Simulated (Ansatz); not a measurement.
## AgBr: one input, then a changed one

Structure from Materials Project entry mp-23231 (possibly hypothetical), not relaxed further.

First run: DFT, r2SCAN, PAW with Ansatz's default frozen-core files, scalar-relativistic (Ansatz 0.2.0).

Command: `ansatz run input.yaml --threads 1 --pin off --max-ram 2048MiB --backend cpu --events-out ev --progress --plain --runs-dir out` The run took 30 s on 1 thread of Arm Neoverse N1, on a shared host, peak memory 0.43 GiB.

```yaml
crystal:
  lattice:
    - [0.0, 2.8921694793, 2.8921694793]
    - [2.8921694793, 0.0, 2.8921694793]
    - [2.8921694793, 2.8921694793, 0.0]
  atoms:
    - { symbol: Ag, position: [0.0, 0.0, 0.0] }
    - { symbol: Br, position: [0.5, 0.5, 0.5] }
kpoints:
  mp_grid: { grid: [7, 7, 7] }
  band_path:
    path:
      - [0.0, 0.0, 0.0]
      - [0.5, 0.0, 0.5]
      - [0.625, 0.25, 0.625]
      - [0.375, 0.375, 0.75]
      - [0.0, 0.0, 0.0]
      - [0.5, 0.5, 0.5]
      - [0.5, 0.25, 0.75]
      - [0.5, 0.0, 0.5]
    npoints: 14
scf:
  occupations: { method: fermi_dirac, width: 0.02 }
hamiltonian:
  xc: r2scan
  pseudopotentials: { kind: paw }
output:
  forces: true
  stress: true
  eigenvalues: true
  efg: { contact_densities: true }
  populations: true
  bader: true
  dos: { projected: true, de: 0.2, e_range: [-14, 8] }
  write_density: true
  write_potential: true
  elf: true
  volumetric_format: npy
```

Result: converged; pressure 0.01 GPa; gap on the k mesh 1.36 eV (the mesh can miss the band edges); 6 SCF iterations.

The input is then changed:

```diff
@@ -8,5 +8,5 @@
     - { symbol: Br, position: [0.5, 0.5, 0.5] }
 kpoints:
-  mp_grid: { grid: [7, 7, 7] }
+  mp_grid: { grid: [7, 7, 7], shift: [0.5, 0.5, 0.5] }
   band_path:
     path:
@@ -22,4 +22,5 @@
 scf:
   occupations: { method: fermi_dirac, width: 0.02 }
+  mixing: { algorithm: msr1, beta: 0.1, preconditioner: resta }
 hamiltonian:
   xc: r2scan
@@ -31,6 +32,4 @@
   efg: { contact_densities: true }
   populations: true
-  bader: true
-  dos: { projected: true, de: 0.2, e_range: [-14, 8] }
   write_density: true
   write_potential: true
```

Q: What does the second run give?

A: It converged; energy at zero smearing -0.1 meV/atom from the first run; pressure 0.01 GPa; gap on the k mesh 1.58 eV (the mesh can miss the band edges); 7 SCF iterations.
